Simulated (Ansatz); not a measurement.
SnO₂: vacancy migration on the Sn sublattice

Theory: Ansatz, DFT PBEsol, scalar-relativistic, plane waves, PAW. The runs took a 420 eV cutoff, a Γ-centred 4×4×4 mesh and Gaussian smearing (0.05 eV). No spin polarisation.

The perfect supercell:

```xyz
24
Lattice="-4.7690 4.7690 0.0000 4.7690 4.7690 0.0000 0.0000 -4.7690 -6.4241" Properties=species:S:1:pos:R:3 pbc="T T T"
Sn    0.0000    0.0000   -3.2121
Sn    0.0000    0.0000    0.0000
Sn    0.0000    4.7690   -3.2121
Sn    0.0000    4.7690    0.0000
Sn    2.3845    2.3845   -1.6060
Sn   -2.3845    2.3845   -4.8181
Sn   -2.3845    2.3845   -1.6060
Sn    2.3845    2.3845   -4.8181
O     1.4606    1.4606   -3.2121
O     1.4606    1.4606    0.0000
O    -3.3083    1.4606   -3.2121
O     1.4606    6.2296    0.0000
O     0.9239    3.8451   -1.6060
O     0.9239   -0.9239   -4.8181
O    -3.8451    3.8451   -1.6060
O     0.9239    3.8451   -4.8181
O     3.3083    3.3083   -3.2121
O     3.3083    3.3083    0.0000
O    -1.4606    3.3083   -3.2121
O    -1.4606    3.3083    0.0000
O    -0.9239    5.6928   -1.6060
O    -0.9239    0.9239   -4.8181
O    -0.9239    0.9239   -1.6060
O     3.8451    0.9239   -4.8181
```

Atom 1 (Sn) is removed, leaving a vacancy without charge, and atom 2 jumps 3.21 Å into it. The vacancy and the half-way point are each relaxed at fixed cell, keeping their symmetry. The supercell is small, and one in 8 of its Sn atoms is missing. The vacancy cell reads metallic on the mesh, and any unpaired electron is treated without spin.

Problem. How high does the half-way point lie?

Solution. 6.59 eV above the relaxed vacancy, with the jumping atom 0.00 Å off the straight line, where the cell's symmetry pins it, so a bent path, which could be lower, wasn't tried. This is the barrier if that point is a first-order saddle, which wasn't checked.

Cost: 2 runs of about 18 core-minutes in all, on Arm Neoverse V1 (shared hosts).